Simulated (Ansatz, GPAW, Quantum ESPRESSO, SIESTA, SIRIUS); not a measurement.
InSe: 5 runs at one level of theory

```xyz
4
Lattice="2.0000 1.1547 8.4400 -2.0000 1.1547 8.4400 0.0000 -2.3094 8.4400" Properties=species:S:1:pos:R:3 pbc="T T T"
In    0.0000    0.0000   22.4994
In    0.0000    0.0000    0.0000
Se    0.0000    0.0000    4.3525
Se    0.0000    0.0000    9.7102
```

Alike in all runs: task single point; functional PBEsol; k mesh 8 × 8 × 8; occupations fermi-dirac, width 0.05 eV; no spin polarisation; no spin-orbit coupling. Pressure is positive in compression and, in plane waves, holds the error of the finite cutoff.

```csv
program and potentials,plane-wave cutoff (eV),notes,pressure (GPa),largest force (eV/Å)
"SIESTA, files PseudoDojo sr-pbesol-0.4.1-standard, DZP (energy shift 0.003 Ry; two zetas on semicore shells)",-,atomic basis; 14.5 valence electrons an atom on average,1.10,0.539
"Ansatz, all-electron LAPW, scalar-relativistic",-,-,0.18,0.300
"GPAW, PAW data sets generated for this functional",600,9.5 valence electrons an atom on average,-0.06,0.313
"SIRIUS, all-electron FP-LAPW, apw+lo standard",-,-,-,0.307
"Quantum ESPRESSO, GBRV 1.5 PBEsol",762,9.5 valence electrons an atom on average,0.02,0.305
```

Force on atom 1 (In), eV/Å:

```csv
program and potentials,x,y,z
"SIESTA, files PseudoDojo sr-pbesol-0.4.1-standard, DZP (energy shift 0.003 Ry; two zetas on semicore shells)",0.000,0.000,0.539
"Ansatz, all-electron LAPW, scalar-relativistic",0.000,0.000,0.300
"GPAW, PAW data sets generated for this functional",0.000,0.000,0.313
"SIRIUS, all-electron FP-LAPW, apw+lo standard",0.000,0.000,0.307
"Quantum ESPRESSO, GBRV 1.5 PBEsol",0.000,0.000,0.305
```

The pressure spans -0.06 (GPAW, PAW data sets generated for this functional) to 1.10 GPa (SIESTA, files PseudoDojo sr-pbesol-0.4.1-standard, DZP (energy shift 0.003 Ry; two zetas on semicore shells)), with all-electron results at 0.18. Rows in atomic bases carry the error of their basis and grid, which can be large.

The functional is the same throughout but for its coding, so the spread measures potentials, basis and numerics; runs on potential files found faulty are left out.
